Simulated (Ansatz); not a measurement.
# Relaxing Janus WSSe antidot lattice, bare edges, S on Se sites (72 atoms)

How does Janus WSSe antidot lattice, bare edges, S on Se sites (72 atoms) relax, and what do bonds, charges and levels look like afterwards?

Calculated with Ansatz 0.2.0; Kohn-Sham DFT, PBE, PAW (set soft_2, large core), plane waves.

## 1. The structure

The cell holds 72 atoms: 24 W, 32 S and 16 Se. Cell: a = 16.100 Å, b = 16.732 Å, c = 13.230 Å, α = 90.0°, β = 90.0°, γ = 90.0°. It derives from WSeS (Janus WSSe). Janus WSSe (a = 3.22 Å), rectangular cell with x along the zigzag direction; 5 x 3 cells with a hole of radius 4.5 Å, 10 Å of vacuum, 8 of 24 Se replaced by S at random; not relaxed, displaced by a Gaussian of 0.02 Å. Vacuum lies along c.

Limits known from the start: The main run has no spin polarisation, so moments on W can't form in it, and no Hubbard term. Sampling is at Γ alone, for a cell whose shortest periodic width is 16 Å. The levels lack spin–orbit coupling, which is large for the heavy elements here.

## 2. Single point at the start

The forces at the start show how far the geometry lies from a minimum of this functional.

input.yaml reads:

```yaml
crystal:
  lattice:
    - [16.1, 0.0, 0.0]
    - [0.0, 16.73161, 0.0]
    - [0.0, 0.0, 13.23]
  atoms:
    - { symbol: W, position: [0.00037, 0.11506, 0.50545] }
    - { symbol: S, position: [0.10056, 0.05441, 0.62374] }
    - { symbol: S, position: [0.09977, 0.0564, 0.37858] }
    - { symbol: W, position: [0.10204, 0.27843, 0.50548] }
    - { symbol: S, position: [0.9985, 0.2225, 0.62348] }
    - { symbol: Se, position: [0.00069, 0.22399, 0.37967] }
    - { symbol: W, position: [0.00196, 0.44378, 0.5042] }
    - { symbol: S, position: [0.10131, 0.38887, 0.62226] }
    - { symbol: Se, position: [0.10011, 0.38837, 0.37975] }
    - { symbol: W, position: [0.10065, 0.60997, 0.50545] }
    - { symbol: S, position: [0.99959, 0.55707, 0.61953] }
    - { symbol: Se, position: [0.99847, 0.55362, 0.3793] }
    - { symbol: W, position: [0.00162, 0.77874, 0.50898] }
    - { symbol: S, position: [0.10051, 0.72244, 0.62282] }
    - { symbol: S, position: [0.10107, 0.72165, 0.37892] }
    - { symbol: W, position: [0.10211, 0.9415, 0.50714] }
    - { symbol: S, position: [0.00053, 0.88837, 0.62161] }
    - { symbol: Se, position: [0.00088, 0.89003, 0.37634] }
    - { symbol: W, position: [0.19933, 0.10805, 0.50628] }
    - { symbol: S, position: [0.30007, 0.05614, 0.62186] }
    - { symbol: S, position: [0.30036, 0.05258, 0.37845] }
    - { symbol: W, position: [0.30087, 0.61258, 0.50846] }
    - { symbol: S, position: [0.19963, 0.55412, 0.61961] }
    - { symbol: Se, position: [0.20013, 0.55518, 0.37679] }
    - { symbol: W, position: [0.1997, 0.77646, 0.50767] }
    - { symbol: S, position: [0.29888, 0.72475, 0.62109] }
    - { symbol: Se, position: [0.29624, 0.72202, 0.37707] }
    - { symbol: W, position: [0.30122, 0.94554, 0.50834] }
    - { symbol: S, position: [0.19922, 0.88822, 0.62116] }
    - { symbol: Se, position: [0.19952, 0.88869, 0.37639] }
    - { symbol: S, position: [0.49787, 0.05597, 0.62088] }
    - { symbol: Se, position: [0.50125, 0.05501, 0.37811] }
    - { symbol: W, position: [0.50155, 0.61108, 0.50518] }
    - { symbol: W, position: [0.39904, 0.7796, 0.50957] }
    - { symbol: S, position: [0.49931, 0.72298, 0.61965] }
    - { symbol: S, position: [0.49742, 0.72334, 0.37763] }
    - { symbol: W, position: [0.5029, 0.94466, 0.50735] }
    - { symbol: S, position: [0.39961, 0.88739, 0.62082] }
    - { symbol: S, position: [0.40005, 0.88947, 0.3771] }
    - { symbol: W, position: [0.60235, 0.11137, 0.5061] }
    - { symbol: S, position: [0.69837, 0.05475, 0.62297] }
    - { symbol: Se, position: [0.70274, 0.05582, 0.37457] }
    - { symbol: W, position: [0.70006, 0.27745, 0.50808] }
    - { symbol: S, position: [0.70123, 0.38988, 0.62454] }
    - { symbol: Se, position: [0.70103, 0.38901, 0.37862] }
    - { symbol: W, position: [0.69931, 0.61074, 0.50618] }
    - { symbol: S, position: [0.59999, 0.5553, 0.61977] }
    - { symbol: Se, position: [0.59866, 0.55703, 0.37778] }
    - { symbol: W, position: [0.5992, 0.77804, 0.5074] }
    - { symbol: S, position: [0.69911, 0.72434, 0.62408] }
    - { symbol: S, position: [0.70103, 0.72306, 0.37993] }
    - { symbol: W, position: [0.70071, 0.94486, 0.50736] }
    - { symbol: S, position: [0.60025, 0.88945, 0.62114] }
    - { symbol: Se, position: [0.59878, 0.88927, 0.38008] }
    - { symbol: W, position: [0.80022, 0.11128, 0.50478] }
    - { symbol: S, position: [0.90123, 0.05509, 0.62123] }
    - { symbol: Se, position: [0.90183, 0.05415, 0.37819] }
    - { symbol: W, position: [0.90038, 0.2781, 0.50902] }
    - { symbol: S, position: [0.8011, 0.22103, 0.62493] }
    - { symbol: Se, position: [0.801, 0.22112, 0.37823] }
    - { symbol: W, position: [0.79918, 0.44438, 0.50967] }
    - { symbol: S, position: [0.90043, 0.38788, 0.62139] }
    - { symbol: S, position: [0.89796, 0.3874, 0.37548] }
    - { symbol: W, position: [0.89939, 0.61004, 0.50676] }
    - { symbol: S, position: [0.79977, 0.56113, 0.6224] }
    - { symbol: S, position: [0.7994, 0.55767, 0.37553] }
    - { symbol: W, position: [0.79919, 0.77603, 0.50493] }
    - { symbol: S, position: [0.89845, 0.72242, 0.62334] }
    - { symbol: Se, position: [0.89932, 0.72132, 0.37504] }
    - { symbol: W, position: [0.90069, 0.94493, 0.5043] }
    - { symbol: S, position: [0.79954, 0.88733, 0.62316] }
    - { symbol: Se, position: [0.8035, 0.88818, 0.3785] }
kpoints:
  mp_grid: { grid: [1, 1, 1] }
hamiltonian:
  xc: pbe
  pseudopotentials: { kind: paw, core: large }
scf:
  occupations: { method: fermi_dirac, width: 0.025 }
output:
  forces: true
  populations: intrinsic
  dos:
    method: { smearing: { sigma: 0.15 } }
    de: 0.1
    projected: { site_lists: { S: [S], Se: [Se], W: [W] } }
  eigenvalues: true
```

Command:

```console
> ansatz run input.yaml --threads 4 --pin off --max-ram 8192MiB --backend cpu --events-out ev --progress --plain --runs-dir out
```

Numbers of over 12 decimals in the logs are rounded to 6 here.

What it wrote:

```text
Engine: ansatz 0.2.0, aarch64-unknown-linux-gnu
Pseudopotentials: kind: paw
Pseudopotential: W, paw, valence charge 14, recommended cutoff 420 eV (normal), W.paw.azcp
Pseudopotential: S, paw, valence charge 6, recommended cutoff 420 eV (normal), S.paw.azcp
Pseudopotential: Se, paw, valence charge 6, recommended cutoff 420 eV (normal), Se.paw.azcp#standard-large-core
[... 5 lines on functional and potentials left out ...]
Crystal: 72 atoms, lattice volume = 3563.883 Å³
Basis set: ecut = 420 eV, 69643 PW (Γ), exchange–correlation on 216×240×180 points (8 copies of the dense FFT grid, shifted against one another)
Bands: 384, of which v1, the nominal top of the filled ones, is band 312 counted from 1 (311 counted from 0)
Symmetry: 1 space group operations
Space group: P1 (ITA 1), of the structure as read, at distance tolerance 1.5e-4 Å
k-points: 1
[... 7 lines on functional and potentials left out ...]
Initial density: superposition of atomic densities (neutral atoms: chi_scale 0, normalization atom)
Initial wavefunctions: pseudopotential atomic-orbital guess
Functional: x = pbe(κ = 0.804, μ = 0.219515), c = pbe(β = 0.066725)
SCF iter   1: F=—  HF=-319392.817191 eV  |F-HF|=—  |Δ(HF+E_count)|=         —  Δρ=3.08e-2  dr2=6.83e1  ethr=3.10e-3  ⟨swp⟩=7.0  Hψ=1728  notcnv=0  defer=25
preconditioner: auto → LDOS  [metal: Δε(μ)=0.021 eV  Ē_g=7.954 eV  σ=0.025 eV  W_gap=0.20  n_scr=508 (ndim 8)  ℏωp=12.9 eV  f_vac=0.540  D(μ)=51.41/eV (n_scr^D=246)  β→1.0]
SCF iter   2: F=—  HF=-319392.342555 eV  |F-HF|=—  |Δ(HF+E_count)|=   4.75e-1  Δρ=3.24e-2  dr2=8.04e1  ethr=3.10e-3  ⟨swp⟩=4.0  Hψ=893  notcnv=0  defer=55
SCF iter   3: F=—  HF=-319381.714699 eV  |F-HF|=—  |Δ(HF+E_count)|=    1.06e1  Δρ=1.19e-2  dr2=1.44e1  ethr=3.10e-3  ⟨swp⟩=4.0  Hψ=793  notcnv=0  defer=61
SCF iter   4: F=—  HF=-319380.421083 eV  |F-HF|=—  |Δ(HF+E_count)|=    1.29e0  Δρ=4.93e-3  dr2=2.06e0  ethr=2.31e-3  ⟨swp⟩=4.0  Hψ=435  notcnv=0  defer=61
SCF iter   5: F=—  HF=-319380.156875 eV  |F-HF|=—  |Δ(HF+E_count)|=   2.64e-1  Δρ=1.98e-3  dr2=4.30e-1  ethr=3.31e-4  ⟨swp⟩=3.0  Hψ=507  notcnv=0  defer=61
SCF iter   6: F=—  HF=-319380.139832 eV  |F-HF|=—  |Δ(HF+E_count)|=   1.70e-2  Δρ=8.59e-4  dr2=7.27e-2  ethr=6.89e-5  ⟨swp⟩=3.0  Hψ=501  notcnv=0  defer=61
SCF iter   7: F=—  HF=-319380.138787 eV  |F-HF|=—  |Δ(HF+E_count)|=   1.04e-3  Δρ=5.73e-4  dr2=3.69e-2  ethr=1.16e-5  ⟨swp⟩=2.0  Hψ=621  notcnv=0  defer=61
SCF iter   8: F=—  HF=-319380.137695 eV  |F-HF|=—  |Δ(HF+E_count)|=   1.09e-3  Δρ=3.63e-4  dr2=1.39e-2  ethr=5.92e-6  ⟨swp⟩=2.0  Hψ=409  notcnv=0  defer=61
SCF iter   9: F=—  HF=-319380.137120 eV  |F-HF|=—  |Δ(HF+E_count)|=   5.75e-4  Δρ=2.14e-4  dr2=4.81e-3  ethr=2.23e-6  ⟨swp⟩=2.0  Hψ=392  notcnv=0  defer=61
SCF iter  10: F=—  HF=-319380.137083 eV  |F-HF|=—  |Δ(HF+E_count)|=   3.73e-5  Δρ=1.29e-4  dr2=1.93e-3  ethr=7.71e-7  ⟨swp⟩=2.0  Hψ=474  notcnv=0  defer=61
[...]
SCF iter  12: F=—  HF=-319380.136997 eV  |F-HF|=—  |Δ(HF+E_count)|=   5.24e-5  Δρ=4.78e-5  dr2=2.55e-4  ethr=1.16e-7  ⟨swp⟩=2.0  Hψ=352  notcnv=0  defer=61
SCF iter  13: F=—  HF=-319380.137005 eV  |F-HF|=—  |Δ(HF+E_count)|=   7.37e-6  Δρ=2.71e-5  dr2=7.70e-5  ethr=4.09e-8  ⟨swp⟩=2.0  Hψ=486  notcnv=0  defer=61
SCF iter  14: F=—  HF=-319380.138846 eV  |F-HF|=—  |Δ(HF+E_count)|=   1.84e-3  Δρ=2.15e-5  dr2=5.86e-5  ethr=1.23e-8  ⟨swp⟩=2.0  Hψ=492  notcnv=0  defer=61
SCF iter  15: F=—  HF=-319380.138843 eV  |F-HF|=—  |Δ(HF+E_count)|=   3.36e-6  Δρ=1.40e-5  dr2=2.34e-5  ethr=9.40e-9  ⟨swp⟩=3.0  Hψ=492  notcnv=0  defer=61
SCF iter  16: F=—  HF=-319380.138842 eV  |F-HF|=—  |Δ(HF+E_count)|=   1.24e-6  Δρ=9.77e-6  dr2=1.12e-5  ethr=3.75e-9  ⟨swp⟩=3.0  Hψ=512  notcnv=0  defer=61
SCF iter  17: F=—  HF=-319380.138841 eV  |F-HF|=—  |Δ(HF+E_count)|=   5.99e-7  Δρ=5.24e-6  dr2=3.24e-6  ethr=1.80e-9  ⟨swp⟩=2.0  Hψ=424  notcnv=0  defer=61
SCF iter  18: F=—  HF=-319380.138841 eV  |F-HF|=—  |Δ(HF+E_count)|=   1.09e-7  Δρ=3.49e-6  dr2=1.43e-6  ethr=5.19e-10  ⟨swp⟩=2.0  Hψ=478  notcnv=0  defer=61
SCF iter  19: F=—  HF=-319380.138841 eV  |F-HF|=—  |Δ(HF+E_count)|=   6.02e-8  Δρ=2.21e-6  dr2=5.30e-7  ethr=2.30e-10  ⟨swp⟩=2.0  Hψ=453  notcnv=0  defer=61
SCF iter  20: F=—  HF=-319380.138841 eV  |F-HF|=—  |Δ(HF+E_count)|=   6.11e-9  Δρ=1.42e-6  dr2=2.09e-7  ethr=8.49e-11  ⟨swp⟩=2.0  Hψ=417  notcnv=0  defer=61
SCF iter  21: F=-319380.138841 eV  HF=-319380.138841 eV  |F-HF|=1.87e-8  |Δ(HF+E_count)|=   1.32e-8  Δρ=8.44e-7  dr2=5.58e-8  ethr=1.60e-11  ⟨swp⟩=17.0  Hψ=2235  notcnv=0
SCF 1 converged in 21 iterations: F = -319380.138841 eV  dr2 = 5.58e-8
  greatest PAW one-centre occupation: 1.000 electrons in one spin orbital (limit 2), on the W atom at site 18 (counted from 0), in its partial waves of l = 0
SCF converged after 21 iterations
Free energy (F): -319380.138841 eV
Harris-Foulkes:  -319380.138841 eV  (|F-HF|=1.87e-8)
Internal energy: -319379.984626 eV  (E = F + TS)
E sigma→0 (E₀):  -319380.061733 eV
Entropy (-TS):   -0.154215 eV (-2.142 meV/atom)
Fermi energy:    0.924367 eV
--- Per-component energies (eV) ---
  E_band       = -10868.707481
  E_kinetic    = 15796.131753
  E_local      = -196638.068773  (includes V_loc(G=0)·N_el)
  E_nonlocal   = 1792.164422
  E_hartree    = 90640.055331
  E_xc         = -12532.266417
  E_vxc        = -9797.015753  (∫ρ·V_xc dr)
  E_paw        = -259984.242320  (= ΣΔE_a)
  E_vpaw       = -3302.019193  (= ΣTr[D̂ρ^β])
  E_aug_tail   = -0.001308  (compensation charges beyond the density's cutoff)
  E_ewald      = 41546.242686
  E_smearing   = -0.154215  (= −TS)
  E_closure    = 0.000000  (closes the sum)
  Σ components = -319380.138841   (vs F -319380.138841, Δ=0.00e0)
--- Forces (eV/Å), atoms counted from 1 ---
  atom   1  W      0.83017293    -1.82863446     0.15040630
  atom   2  S      0.19725961     0.54642607    -0.50431909
  atom   3  S      0.52486287     0.28560402     1.96306124
  atom   4  W     -1.15437076    -0.39131817     1.01920234
  atom   5  S      1.05041273     0.35119638     0.15767053
  atom   6  Se     0.57584254     0.34180385    -0.83186218
  atom   7  W     -1.52513826    -0.31701301     0.66615458
  atom   8  S      0.19514630    -0.92937175    -0.85669408
  atom   9  Se     1.21213876    -0.62646051    -0.36417966
  atom  10  W     -0.42528859     1.02586152    -0.32897325
  atom  11  S      0.32285400    -0.56968952     0.62418874
  atom  12  Se     0.26528182     0.29240588    -0.92856515
  atom  13  W     -0.21000241    -0.91811482    -1.66306934
  atom  14  S     -0.08877598    -0.32729121     0.31285587
[...]
atom  71  S      0.23466885     0.12522576    -0.10845170
  atom  72  Se    -0.79149239    -0.07655503    -0.64559567
  max |Σ_I F_I| component: 8.77e-5 eV/Å
--- Band table (eV) ---
  k-point 0: bands = ["-73.7084", "-73.5751", "-73.5394", "-73.5259", [... 368 levels ...], "3.9568", "3.9749", "4.0175", "4.0392", "4.0579", "4.1312", "4.1801", "4.2136", "4.2517", "4.2910", "4.3052", "4.3382"]
--- intrinsic populations: 72 sites ---
  site symbol       q [e]
     0      W     13.6466
     1      S      6.1878
     2      S      6.2446
[...]
71     Se      6.1598
  spilling = -0.000000 (of n_electrons = 624.000000)
```

It took 71 s on 4 threads of Arm Neoverse V2, shared host; peak memory 3.9 GiB; 4.6 min of CPU time.

Reading the cycles: dr2 is the Hartree energy of the density residual (eV), the measure of convergence; HF is the Harris–Foulkes estimate of the energy, which meets the free energy F at convergence.

The program notes that potentials were chosen by core size.

Numbers from this run:

```
free energy                             : -319380.1388 eV
free energy per atom                    : -4435.8353 eV/atom
SCF cycles                              : 21
r.m.s. force component                  : 0.7941 eV/Å
longest force                           : 3.152 eV/Å
Fermi energy                            : 0.9244 eV
levels partly filled by over 2 per cent : 6
```

The r.m.s. force component of 0.79 eV/Å sets the starting point.

Neighbours are counted within 3.12 Å (S-W), 3.30 Å (W-Se).

Length of the force by element and coordination:

```csv
element,coordination,atoms,mean length of the force (eV/Å),spread,least,most
S,all,32,1.20,0.614,0.287,2.36
S,2,7,1.44,0.261,1.20,2.06
S,3,25,1.13,0.665,0.287,2.36
Se,all,16,0.968,0.250,0.471,1.41
Se,2,5,1.18,0.153,0.940,1.41
Se,3,11,0.871,0.224,0.471,1.11
W,all,24,1.50,0.590,0.320,3.15
W,4,6,1.19,0.350,0.692,1.59
W,6,18,1.60,0.617,0.320,3.15
```

## 3. Relaxation

With the cell held, the atoms are moved downhill towards a nearby minimum.

input.yaml, the sections that differ from step 2:

```yaml
output:
  forces: true
relax:
  f_tol: 0.03
  max_steps: 53
# crystal, kpoints, hamiltonian, scf: as in step 2
```

What it wrote:

```text
[...]
Crystal: 72 atoms, lattice volume = 3563.883 Å³
Basis set: ecut = 420 eV, 69643 PW (Γ), exchange–correlation on 216×240×180 points (8 copies of the dense FFT grid, shifted against one another)
Bands: 384, of which v1, the nominal top of the filled ones, is band 312 counted from 1 (311 counted from 0)
Symmetry: 1 space group operations
[...]
k-points: 1
[...]
SCF iter   1: F=—  HF=-319392.817196 eV  |F-HF|=—  |Δ(HF+E_count)|=         —  Δρ=3.08e-2  dr2=6.83e1  ethr=3.10e-3  ⟨swp⟩=7.0  Hψ=1728  notcnv=0  defer=25
[...]
SCF iter  16: F=-319380.138832 eV  HF=-319380.138842 eV  |F-HF|=9.43e-6  |Δ(HF+E_count)|=   1.28e-6  Δρ=9.68e-6  dr2=1.10e-5  ethr=3.61e-9  ⟨swp⟩=4.0  Hψ=1085  notcnv=0
SCF 1 converged in 16 iterations: F = -319380.138832 eV  dr2 = 1.10e-5
[...]
relax step   1: F+E_penalty+E_count = -319380.13883217 eV  Δ(F+E_penalty+E_count) = +0.000e0 eV  max|allowed force component| = 3.104e0 eV/Å  Δτ_max = 0.0000 Å  (16 SCF iters, dr2 threshold 2.25e-5 eV, accepted)
[...]
relax step   2: F+E_penalty+E_count = -319383.94882833 eV  Δ(F+E_penalty+E_count) = -3.810e0 eV  max|allowed force component| = 7.344e-1 eV/Å  Δτ_max = 0.1983 Å  (11 SCF iters, dr2 threshold 1.00e-4 eV, accepted)
[...]
relax step   3: F+E_penalty+E_count = -319384.67314616 eV  Δ(F+E_penalty+E_count) = -7.243e-1 eV  max|allowed force component| = 5.747e-1 eV/Å  Δτ_max = 0.1944 Å  (12 SCF iters, dr2 threshold 3.37e-5 eV, accepted)
relax step   4: F+E_penalty+E_count = -319385.01183118 eV  Δ(F+E_penalty+E_count) = -3.387e-1 eV  max|allowed force component| = 5.387e-1 eV/Å  Δτ_max = 0.2000 Å  (11 SCF iters, dr2 threshold 2.06e-5 eV, accepted)
relax step   5: F+E_penalty+E_count = -319385.14034171 eV  Δ(F+E_penalty+E_count) = -1.285e-1 eV  max|allowed force component| = 3.966e-1 eV/Å  Δτ_max = 0.0991 Å  (9 SCF iters, dr2 threshold 1.00e-4 eV, accepted)
relax step   6: F+E_penalty+E_count = -319385.21304424 eV  Δ(F+E_penalty+E_count) = -7.270e-2 eV  max|allowed force component| = 2.569e-1 eV/Å  Δτ_max = 0.0595 Å  (9 SCF iters, dr2 threshold 8.53e-5 eV, accepted)
relax step   7: F+E_penalty+E_count = -319385.03574076 eV  Δ(F+E_penalty+E_count) = +1.773e-1 eV  max|allowed force component| = 9.055e-1 eV/Å  Δτ_max = 0.2000 Å  (12 SCF iters, dr2 threshold 2.77e-5 eV, rejected (line search))
relax step   8: F+E_penalty+E_count = -319385.24746373 eV  Δ(F+E_penalty+E_count) = -3.442e-2 eV  max|allowed force component| = 1.823e-1 eV/Å  Δτ_max = 0.0679 Å  (17 SCF iters, accepted)
relax step   9: F+E_penalty+E_count = -319385.26811160 eV  Δ(F+E_penalty+E_count) = -2.065e-2 eV  max|allowed force component| = 2.920e-1 eV/Å  Δτ_max = 0.0387 Å  (11 SCF iters, dr2 threshold 1.39e-5 eV, accepted)
relax step  10: F+E_penalty+E_count = -319385.27280837 eV  Δ(F+E_penalty+E_count) = -4.697e-3 eV  max|allowed force component| = 5.738e-1 eV/Å  Δτ_max = 0.1465 Å  (11 SCF iters, dr2 threshold 4.29e-5 eV, accepted)
relax step  11: F+E_penalty+E_count = -319385.37719297 eV  Δ(F+E_penalty+E_count) = -1.044e-1 eV  max|allowed force component| = 3.013e-1 eV/Å  Δτ_max = 0.0726 Å  (8 SCF iters, dr2 threshold 1.00e-4 eV, accepted)
relax step  12: F+E_penalty+E_count = -319385.33838763 eV  Δ(F+E_penalty+E_count) = +3.881e-2 eV  max|allowed force component| = 3.906e-1 eV/Å  Δτ_max = 0.2000 Å  (11 SCF iters, dr2 threshold 2.50e-5 eV, rejected (line search))
relax step  13: F+E_penalty+E_count = -319385.41898648 eV  Δ(F+E_penalty+E_count) = -4.179e-2 eV  max|allowed force component| = 3.448e-2 eV/Å  Δτ_max = 0.0968 Å  (15 SCF iters, accepted)
relax step  14: F+E_penalty+E_count = -319385.40846723 eV  Δ(F+E_penalty+E_count) = +1.052e-2 eV  max|allowed force component| = 1.822e-1 eV/Å  Δτ_max = 0.1000 Å  (15 SCF iters, rejected (line search))
relax step  15: F+E_penalty+E_count = -319385.42306990 eV  Δ(F+E_penalty+E_count) = -4.083e-3 eV  max|allowed force component| = 3.999e-2 eV/Å  Δτ_max = 0.0481 Å  (13 SCF iters, accepted)
[...]
relax step  16: F+E_penalty+E_count = -319385.42383898 eV  Δ(F+E_penalty+E_count) = -7.691e-4 eV  max|allowed force component| = 2.946e-2 eV/Å  Δτ_max = 0.0111 Å  (11 SCF iters, accepted)
SCF converged after 11 iterations
Free energy (F): -319385.423839 eV
[...]
Internal energy: -319385.348988 eV  (E = F + TS)
E sigma→0 (E₀):  -319385.386414 eV
Entropy (-TS):   -0.074851 eV (-1.040 meV/atom)
Fermi energy:    0.976020 eV
[...]
--- Forces (eV/Å), atoms counted from 1 ---
  atom   1  W      0.00769388    -0.00736416    -0.00288144
  atom   2  S      0.00480156     0.00823371     0.01088342
  atom   3  S     -0.00495094     0.00950303    -0.00008141
  atom   4  W     -0.00560990     0.00099027     0.00627346
  atom   5  S     -0.00052942     0.00230043     0.00257591
  atom   6  Se     0.00048537     0.00208905     0.00240947
  atom   7  W      0.00672844     0.00177403    -0.00203966
  atom   8  S     -0.00095415    -0.00572333    -0.00294919
  atom   9  Se     0.00109156     0.00613976     0.00164494
  atom  10  W     -0.00335878    -0.00497180    -0.00169201
  atom  11  S     -0.00017704     0.00193030    -0.00474427
  atom  12  Se     0.00330969     0.00052284     0.00298269
  atom  13  W     -0.00840338    -0.00001315    -0.00125586
  atom  14  S      0.00217972     0.00048095     0.00065725
[...]
atom  71  S      0.00047257     0.00148003    -0.00033914
  atom  72  Se    -0.00063304     0.00107941     0.00178938
  max |Σ_I F_I| component: 7.43e-5 eV/Å
--- Relaxed structure (16 steps of the walk, 13 accepted, 0 SCFs on fresh bases) ---
  F+E_penalty+E_count = -319385.42383898 eV   max|allowed force component| = 2.946e-2 eV/Å
  atoms:
    - { symbol: W, position: [-0.00168869, 0.106499, 0.498956] }
    - { symbol: S, position: [0.096604, 0.052925, 0.619033] }
    - { symbol: S, position: [0.097510, 0.055501, 0.380222] }
    - { symbol: W, position: [0.097778, 0.262946, 0.514464] }
[...]
- { symbol: Se, position: [0.795963, 0.883519, 0.366912] }
```

It took 8.8 min on 4 threads; peak memory 3.9 GiB.

Step by step:

| step | energy less that of the first step (eV) | largest force component (eV/Å) |
| --- | --- | --- |
| 1 | 0.0000 | 3.1041 |
| 2 | -3.8100 | 0.7344 |
| 3 | -4.5343 | 0.5747 |
| 4 | -4.8730 | 0.5387 |
| 5 | -5.0015 | 0.3966 |
| 6 | -5.0742 | 0.2569 |
| 7 | -4.8969 | 0.9055 |
| 8 | -5.1086 | 0.1823 |
| 9 | -5.1293 | 0.2920 |
| 10 | -5.1340 | 0.5738 |
| 11 | -5.2384 | 0.3013 |
| 12 | -5.1996 | 0.3906 |
| 13 | -5.2802 | 0.0345 |
| 14 | -5.2696 | 0.1822 |
| 15 | -5.2842 | 0.0400 |
| 16 | -5.2850 | 0.0295 |

Relaxation steps 7, 12, 14 were tried and not accepted.

The atoms that moved most (Å):

| atom | dx | dy | dz | length |
| --- | --- | --- | --- | --- |
| S21 | -0.178 | 0.458 | 0.151 | 0.514 |
| Se32 | -0.092 | 0.371 | 0.326 | 0.503 |
| S31 | 0.270 | 0.354 | 0.120 | 0.461 |
| Se24 | 0.434 | -0.033 | -0.020 | 0.435 |
| Se45 | -0.259 | -0.069 | 0.339 | 0.432 |
| Se48 | -0.407 | -0.059 | 0.052 | 0.414 |
| S44 | -0.107 | -0.361 | 0.107 | 0.391 |
| S8 | 0.130 | -0.349 | 0.023 | 0.373 |

The relaxation changed the energy by -73.4 meV/atom, and atoms moved by 0.24 Å r.m.s., 0.51 Å at most.

(Part 1 of 2 ends here.)

[Logs are printed without paths, hosts, clocks, repeated set-up lines and the standing remarks that a program may print on its own settings, such as how far it seeks lower states.]

[Hosts, paths, dates, database ids (printed as entryN), source tags and the programs' standing remarks are cut or masked in the printed files.]
